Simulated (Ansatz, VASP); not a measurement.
# HfN: VASP beside Ansatz

```
Hf N
1.0
     0.00000    2.26500    2.26500
     2.26500    0.00000    2.26500
     2.26500    2.26500    0.00000
Hf N
1 1
Direct
  0.00765 0.00765 0.00765
  0.50000 0.50000 0.50000
```

Alike in both runs: task single point; functional HSE06; k mesh 4 × 4 × 4; occupations fermi-dirac, width 0.1 eV; no spin polarisation.

|  | VASP | Ansatz |
| --- | --- | --- |
| version | VASP 6.6.1 | Ansatz 0.2.0 development build |
| potentials or method | VASP PAW PBE potentials, release 64 (Hf_pv, N) | plane waves, PAW datasets (generated soft set 1) |
| plane-wave cutoff (eV) | 520 | 420 |
| valence electrons in the cell | 15 | 31 |

```tsv
	VASP	Ansatz	Ansatz less VASP
rms of the force components (eV/Å)	0.396	0.407	+0.0115
```

Atom by atom the forces differ by 0.011 eV/Å (rms over components). The two sets of potentials don't hold the same shells in valence. Ansatz warned: «filled_band_counts_differ_across_k_points».

Caveats: the k mesh is coarse (spacing up to 0.60 Å⁻¹), so the values aren't converged, least of all with exact exchange; the PAW data sets were made with another functional, which shifts forces and pressure a little (VASP). The runs have no spin-orbit coupling, so splittings on Hf are missing.
